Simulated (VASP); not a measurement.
# AgBr (Fm-3m) in VASP: a series of runs, part 2 of 2

VASP 6.6.1.

## 3. Single point, PBE

INCAR reads:

```
PREC = Accurate ; ENCUT = 520
EDIFF = 1E-6 ; ISMEAR = 0
SIGMA = 0.01 ; LREAL = F
LASPH = T ; NELM = 80
ALGO = Normal ; ISIF = 2
LWAVE = F ; LCHARG = F
GGA = PE ; NBANDS = 16
```

KPOINTS reads:

```
Automatic mesh
0
Gamma
  2 2 2
```

POSCAR reads:

```
AgBr
1.0
    4.0590050000      0.0000000000      0.0000000000
    2.0295025000      3.5152014441      0.0000000000
    2.0295025000      1.1717338147      3.3141637045
Ag Br
1 1
Direct
    0.0000000000      0.0000000000      0.0000000000
    0.5000000000      0.5000000000      0.5000000000
```

Potentials or basis: VASP PAW PBE potentials, release 64 (Ag, Br).

Launch:

```sh
$ cat potpaw_PBE.64/Ag/POTCAR potpaw_PBE.64/Br/POTCAR > POTCAR
$ mpirun -np 1 vasp_std > vasp.out
```

OUTCAR:

```text
PREC = Accurate
   ENCUT = 520
   EDIFF = 1E-6
   ISMEAR = 0
   LREAL = F
   LASPH = T
   NELM = 80
   ISIF = 2
   GGA = PE

 ion  position               nearest neighbor table
   1  0.000  0.000  0.000-   2 2.87   2 2.87   2 2.87   2 2.87   2 2.87   2 2.87
   2  0.500  0.500  0.500-   1 2.87   1 2.87   1 2.87   1 2.87   1 2.87   1 2.87

  LATTYP: Found a face centered cubic cell.
 ALAT       =     5.7402999208

  Lattice vectors:

 A1 = (   4.0590050000,   0.0000000000,   0.0000000000)
 A2 = (   2.0295025000,   3.5152014441,   0.0000000000)
 A3 = (   2.0295025000,   1.1717338147,   3.3141637045)

Analysis of symmetry for initial positions (statically):
=====================================================================
 Subroutine PRICEL returns:
 Original cell was already a primitive cell.

 Routine SETGRP: Setting up the symmetry group for a
 face centered cubic supercell.

 Subroutine GETGRP returns: Found 48 space group operations
 (whereof 48 operations were pure point group operations)
 out of a pool of 48 trial point group operations.

The static configuration has the point symmetry O_h .

Analysis of symmetry for dynamics (positions and initial velocities):
=====================================================================
 Subroutine PRICEL returns:
 Original cell was already a primitive cell.

 Routine SETGRP: Setting up the symmetry group for a
 face centered cubic supercell.

 Subroutine GETGRP returns: Found 48 space group operations
 (whereof 48 operations were pure point group operations)
 out of a pool of 48 trial point group operations.

The dynamic configuration has the point symmetry O_h .

 Subroutine INISYM returns: Found 48 space group operations
 (whereof 48 operations are pure point group operations),
 and found     1 'primitive' translations
[... 87 lines left out ...]
   EFERMI =   0.00;   METHOD = LEGACY
   ISMEAR =     0;   SIGMA  =   0.01  broadening in eV -4-tet -1-fermi 0-gaus
   EFERMI_NEDOS =   21; number of points for ismear=-14 and -15
   IALGO  =     38    algorithm
   IMIX   =      4    mixing-type and parameters
     AMIX     =   0.40;   BMIX     =  1.00
     AMIX_MAG =   1.60;   BMIX_MAG =  1.00
  volume/ion in A,a.u.               =      23.64       159.55
  Fermi-wavevector in a.u.,A,eV,Ry     =   1.186454  2.242074 19.152571  1.407674
  Thomas-Fermi vector in A             =   2.322627
   LORBIT       =      0    0 simple, 1 ext, 2 COOP (PROOUT), +10 PAW based schemes
   GGA     = PE    functional components
   LHFCALC =     F    Hartree Fock is set to
   AEXX    =    0.0000 exact exchange contribution
   IVDW    =     0    specifies the selected vdW correction
   LEPSILON=     F    determine dielectric tensor
   LRPA    =     F    only Hartree local field effects (RPA)
 non-spin polarized calculation
 Gauss-broadening in eV      SIGMA  =   0.01
  energy-cutoff  :      520.00
  volume of cell :       47.29
 maximum number of plane-waves:      1266
   NGX = 15   NGY = 15   NGZ = 15

 number of electron      18.0000002 magnetization

 Free energy of the ion-electron system (eV)
  ---------------------------------------------------
  ext. energy  EPLUGINS =         0.00000000
  ---------------------------------------------------
  free energy    TOTEN  =        -3.99931896 eV

  energy without entropy =       -3.99931896  energy(sigma->0) =       -3.99931896

 E-fermi :   3.9513     XC(G=0):  -9.7650

 val. band max:        3.8444360251   @ k =   0.5000   0.0000   0.0000
 cond. band min:       4.4028551379   @ k =   0.0000   0.0000   0.0000
 fundamental gap:      0.5584191128
 Fermi energy:         3.9513037793

 k-point     1 :       0.0000    0.0000    0.0000
  band No.  band energies     occupation
      1     -11.0560      2.00000
      2       0.8108      2.00000
      3       0.8108      2.00000
      4       0.8108      2.00000
      5       0.8308      2.00000
      6       0.8308      2.00000
[... 34 lines left out ...]
      3       0.5415      2.00000
      4       0.9903      2.00000
      5       1.0798      2.00000
      6       1.0798      2.00000
[... 8 lines left out ...]
     15      18.6860      0.00000
     16      18.6860      0.00000

------------------------ aborting loop because EDIFF is reached ----------------------------------------

  FORCE on cell =-STRESS in cart. coord.  units (eV):
  Direction    XX          YY          ZZ          XY          YZ          ZX
  --------------------------------------------------------------------------------------
  -------------------------------------------------------------------------------------
  Total        2.6923004      2.6923004      2.6923004     -0.0000000     -0.0000000     -0.0000000
  in kB       91.2200571     91.2200571     91.2200571     -0.0000000     -0.0000000     -0.0000000
  external PRESSURE =      91.2200571 kB  Pullay stress =       0.0000000 kB

 VOLUME and BASIS-vectors are now :
 -----------------------------------------------------------------------------
  energy-cutoff  :      520.00
  volume of cell :       47.29
      direct lattice vectors                 reciprocal lattice vectors
     4.059005000  0.000000000  0.000000000     0.246365797 -0.142239359 -0.100578415
     2.029502500  3.515201444  0.000000000     0.000000000  0.284478718 -0.100578415
     2.029502500  1.171733815  3.314163704     0.000000000  0.000000000  0.301735246

 POSITION                                       TOTAL-FORCE (eV/Angst)
 -----------------------------------------------------------------------------------
      0.00000      0.00000      0.00000         0.000000     -0.000000      0.000000
      4.05900      2.34347      1.65708        -0.000000      0.000000      0.000000
 -----------------------------------------------------------------------------------
    total drift:                                0.000000     -0.000000     -0.000000

  FREE ENERGIE OF THE ION-ELECTRON SYSTEM (eV)
  ---------------------------------------------------
  free  energy   TOTEN  =        -3.9993189597 eV

  energy  without entropy=       -3.9993189597  energy(sigma->0) =       -3.99931896
```

OSZICAR:

```text
N       E                     dE             d eps       ncg     rms          rms(c)
DAV:   1     0.924115730232E+02    0.92412E+02   -0.78943E+03    96   0.970E+02
DAV:   2    -0.143134623613E+01   -0.93843E+02   -0.88396E+02   112   0.214E+02
DAV:   3    -0.423189817965E+01   -0.28006E+01   -0.27954E+01   136   0.380E+01
DAV:   4    -0.424325948285E+01   -0.11361E-01   -0.11361E-01   112   0.262E+00
DAV:   5    -0.424337271689E+01   -0.11323E-03   -0.11323E-03   128   0.255E-01    0.507E+00
DAV:   6    -0.402285564013E+01    0.22052E+00   -0.29463E-01   120   0.531E+00    0.376E+00
DAV:   7    -0.399757186096E+01    0.25284E-01   -0.81821E-02    96   0.200E+00    0.166E+00
DAV:   8    -0.399902669004E+01   -0.14548E-02   -0.98027E-03   112   0.801E-01    0.251E-01
DAV:   9    -0.399919579667E+01   -0.16911E-03   -0.54967E-04   104   0.182E-01    0.633E-02
DAV:  10    -0.399929791923E+01   -0.10212E-03   -0.76431E-05   112   0.698E-02    0.347E-02
DAV:  11    -0.399931809501E+01   -0.20176E-04   -0.20589E-05   104   0.280E-02    0.731E-03
DAV:  12    -0.399931895972E+01   -0.86472E-06   -0.84364E-07    96   0.673E-03
   1 F= -.39993190E+01 E0= -.39993190E+01  d E =-.141862E-51
```

stdout:

```text
POSCAR found type information on POSCAR AgBr
 POSCAR found :  2 types and       2 ions
 scaLAPACK will be used
 LDA part: xc-table for (Slater+PW92), standard interpolation
 POSCAR, INCAR and KPOINTS ok, starting setup
 FFT: planning ... GRIDC
 FFT: planning ... GRID_SOFT
 FFT: planning ... GRID
 WAVECAR not read
 entering main loop
```

Wall time 3.4 s (1 thread of AMD EPYC 9R45 (Zen 5), shared host); peak memory 0.13 GiB.

What came out:

```yaml
Free_energy: -3.9993 eV
Pressure: 9.1 GPa
Band_gap_on_the_k_mesh: 0.56 eV, indirect (least direct gap 2.38 eV)
```

Caveat: the k mesh is coarse (spacing up to 0.95 Å⁻¹), so the values aren't converged.

## 4. Single point, PBE

INCAR reads:

```
SYSTEM = AgBr
ALGO = Normal
EDIFF = 1E-6
ENCUT = 520
GGA = PE
ISIF = 2
ISMEAR = 0
LASPH = .True.
LCHARG = .False.
LREAL = .False.
LWAVE = .False.
NBANDS = 16
NELM = 100
PREC = Accurate
SIGMA = 0.01
```

KPOINTS reads:

```
k-points
0
Gamma
  8 8 8
  0 0 0
```

POSCAR is that of step 3.

Launch:

```sh
$ cat potpaw_PBE.64/Ag/POTCAR potpaw_PBE.64/Br/POTCAR > POTCAR
$ mpirun -np 1 vasp_std > vasp.out
```

Run time: 13 s. Hardware: 1 thread of AMD EPYC 9R45 (Zen 5), shared host; peak memory 0.15 GiB.

The run converged. Its results:

| Property | Result |
| --- | --- |
| Free energy | -4.9832 eV |
| Pressure | 2.3 GPa |
| Band gap on the k mesh | 0.67 eV, indirect (least direct gap 2.61 eV) |

Levels at points of the mesh, in eV from the valence-band top:
```tsv
k point	band 6	band 7	band 8	band 9	band 10	band 11	band 12	band 13
(0.00, 0.00, 0.00)	-2.80	-1.93	-1.93	-1.93	0.67	9.91	9.91	9.91
(0.50, 0.00, 0.00)	-2.49	-2.15	0.00	0.00	3.73	6.59	6.76	6.76
(0.50, 0.50, 0.00)	-2.64	-2.39	-2.39	-2.29	1.60	7.05	9.06	11.04
```

## 5. Summary

| k mesh | mesh quality | gap on the mesh (eV) | pressure (GPa) |
| --- | --- | --- | --- |
| 7 × 7 × 7 | not flagged | 0.74 | 2.3 |
| 2 × 2 × 2 | coarse | 0.56 | 9.1 |
| 8 × 8 × 8 | not flagged | 0.67 | 2.3 |

Alike in all rows: task single point; level PBE; potentials or basis VASP PAW PBE potentials, release 64 (Ag, Br); no spin polarisation; cell as given; cutoff (eV) 520; smearing gaussian 0.01 eV.

Caveats: some runs use coarse meshes; an odd mesh through Γ misses points on the zone boundary, where band edges often lie (some runs).

Total energies depend on the potentials used, so only differences within one code and one set of settings carry meaning.
